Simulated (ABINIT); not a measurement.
Crystal: MoS2.

```xyz
3
Lattice="3.2275 0.0000 0.0000 -1.6137 2.7951 0.0000 0.0000 0.0000 6.3125" Properties=species:S:1:pos:R:3 pbc="T T T"
Mo    0.0000    0.0000    3.1562
S     1.6137    0.9317    4.7008
S     0.0000    1.8634    1.6117
```

Measurements of this composition are mostly on another form, of space group No. 194.

Base run:

```yaml
Program: ABINIT 10.8.3 (patched build)
Functional: WC
Potentials_or_basis: JTH PAW PBE v2.0
Cutoff: 544 eV
k_mesh: 9 × 9 × 4
Occupations: fermi-dirac, width 0.05 eV
Spin: no spin polarisation
```

Its results: band gap on the k mesh none (metal or under the smearing width); pressure -2.6 GPa; largest force 0.104 eV/Å.

Problem. After a change of settings the same cell gave: band gap on the k mesh none (metal or under the smearing width); pressure 2.2 GPa; largest force 0.356 eV/Å. Which change was it?
A. functional from WC to PBEsol
B. functional from WC to AM05
C. functional from WC to PBEsol; k mesh from 9 × 9 × 4 to 7 × 7 × 3
D. functional from WC to BP86

Solution. D.

Caveats: the PAW data sets were made with another functional, which shifts forces and pressure a little; this functional lacks dispersion, which binds the layers, so the pressure and a relaxed spacing across them are unreliable (some runs).

Runs at the PBE level aren't shown here.
